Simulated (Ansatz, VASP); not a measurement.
This is a calculation of HfC for Ansatz 0.2.0. 

File input.yaml:

```yaml
crystal:
  lattice:
    - [0.0, 2.325, 2.325]
    - [2.325, 0.0, 2.325]
    - [2.325, 2.325, 0.0]
  atoms:
    - { symbol: Hf, position: [0.5, 0.5, 0.5] }
    - { symbol: C, position: [0.0, 0.0, 0.0] }
kpoints:
  mp_grid: { grid: [10, 10, 10] }
scf:
  occupations: { method: fermi_dirac, width: 0.05 }
hamiltonian:
  xc: pbesol
  pseudopotentials: { kind: all_electron, lapw: { basis_error: 0.001 } }
output:
  forces: true
  stress: true
relax:
  f_tol: 0.02
  max_steps: 60
  cell: {}
```

Potentials or basis: all-electron LAPW, scalar-relativistic.

Run with:

```bash
$ ansatz run input.yaml --threads 1 --pin off --max-ram 3072MiB --backend cpu --events-out ev --progress --plain --runs-dir out
```

Question: What does the same run look like in VASP 6.6.1? Potentials or basis there: PBE PAW files C, Hf_pv, 600 eV.

Answer: As run (cutoffs and basis follow the program's own potentials, and thresholds, step limits or extra output files can differ):

INCAR

```
SYSTEM = HfC
  ALGO = Normal
  EDIFF = 1E-6
  EDIFFG = -0.01
  ENCUT = 600
  GGA = PS
  IBRION = 2
  ISIF = 3
  ISMEAR = -1
  LASPH = .True.
  LCHARG = .False.
  LREAL = .False.
  LWAVE = .False.
  NELM = 100
  NSW = 60
  PREC = Accurate
  SIGMA = 0.05
```

File KPOINTS:

```
k-points
0
Gamma
  10 10 10
  0 0 0
```

Contents of POSCAR:

```
HfC
1.0
    0.0000000000      2.3250000000      2.3250000000
    2.3250000000      0.0000000000      2.3250000000
    2.3250000000      2.3250000000      0.0000000000
Hf C
1 1
Direct
    0.5000000000      0.5000000000      0.5000000000
    0.0000000000      0.0000000000      0.0000000000
```

Potentials or basis: VASP PAW PBE potentials, release 64 (Hf_pv, C).

Command:

```sh
$ cat potpaw_PBE.64/Hf_pv/POTCAR potpaw_PBE.64/C/POTCAR > POTCAR
$ mpirun -np 1 vasp_std > vasp.out
```

Both were run:

|  | Ansatz | VASP |
| --- | --- | --- |
| Relaxed volume | 12.23 Å³/atom | 12.20 Å³/atom |
| Relaxed cell | a = 3.258 Å, b = 3.258 Å, c = 3.258 Å, α = 60.00°, β = 60.00°, γ = 60.00° | a = 3.256 Å, b = 3.256 Å, c = 3.256 Å, α = 60.00°, β = 60.00°, γ = 60.00° |
| Space group after relaxing | Fm-3m (No. 225) | Fm-3m (No. 225) |
| Pressure after relaxing | 0.0 GPa | 0.1 GPa |

VASP's potentials were made for PBE.

Where Ansatz's input types no cutoff or centring, it takes its own default and a Γ-centred mesh.

Pressure is positive in compression.
